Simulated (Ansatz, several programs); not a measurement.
AlN in the NiAs structure, relaxed with PBE in Ansatz (plane waves, PAW): space group P6_3/mmc (No. 194), hexagonal; conventional cell a = 2.856 Å, c = 4.883 Å, 8.62 Å³ an atom. Al is surrounded by 6 N at 2.05 Å; N is surrounded by 6 Al at 2.05 Å. The cell was then scaled with its shape and fractional coordinates held, which makes it stiffer than a relaxed compression. (Calculated; spin-unpolarised; the phase may be known or hypothetical.)

```csv
V (Å³/atom),E (meV/atom)
8.104,25.86
8.363,6.08
8.622,0.00
9.139,21.15
```

Question: Pass a cubic E = c₀ + c₁u + c₂u² + c₃u³, with u = V − 8.557 Å³, through these points.

Answer: c₀ = 0.34, c₁ = -11.150, c₂ = 91.349, c₃ = -18.4988 (meV and Å³).

Question: Where is the minimum, and what bulk modulus follows?

Answer: dE/du = 0 at u = +0.062, so V₀ = 8.62 Å³. B = V₀ d²E/dV² = 8.62 × (2c₂ + 6c₃u) = 8.62 × 175.794 = 1515 meV/Å³, and 1 meV/Å³ is 0.16022 GPa: 243 GPa. A third-order Birch-Murnaghan fit to all five points gives 8.62 Å³ and 241 GPa.

Question: Predict the energy and the pressure at the withheld volume, 8.880 Å³.

Answer: With u = +0.323: E ≈ 5.65 meV and P = −dE/dV ≈ -6.74 GPa. The run gives 5.55 meV and, from its stress, -6.72 GPa.
